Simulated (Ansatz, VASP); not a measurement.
## Li2O: VASP beside Ansatz

```
CELL_PARAMETERS angstrom
0.00000 2.30500 2.30500
2.30500 0.00000 2.30500
2.30500 2.30500 0.00000
ATOMIC_POSITIONS crystal
Li 0.25000 0.25000 0.25000
Li 0.75000 0.75000 0.75000
O 0.00000 0.00000 0.00000
```

Alike in both runs: task relaxation of cell and atoms; functional r2SCAN; k mesh 8 × 8 × 8; occupations gaussian, width 0.02 eV; no spin polarisation.

|  | VASP | Ansatz |
| --- | --- | --- |
| version | VASP 6.6.1 | Ansatz 0.2.0 |
| potentials or method | VASP PAW PBE potentials, release 64 (Li_sv, O) | scalar-relativistic, plane waves, PAW |
| plane-wave cutoff (eV) | 600 | 500 |
| valence electrons in the cell | 12 | 12 |

|  | VASP | Ansatz | Ansatz less VASP |
| --- | --- | --- | --- |
| gap on the k mesh at the Fermi level, each at its own relaxed structure (eV) | 5.73 | 5.77 | +0.033 |
| relaxed volume (Å³/atom) | 7.95 | 7.97 | +0.018 |
| relaxed cell length with the largest relative difference (Å) | 3.231 | 3.233 | +0.0024 |
| energy change over the relaxation (meV/atom) | -1 | -1 | +0.1 |

Caveats: the cutoff is under 1.25 times the usual one of these potentials, so pressure, stress and relaxed cells hold a basis-set (Pulay) error (VASP); the PAW data sets were made with another functional, which shifts forces and pressure a little (VASP). A k mesh can miss the band edges. r2SCAN opens gaps a little over a GGA but as a rule still falls short of measured ones.
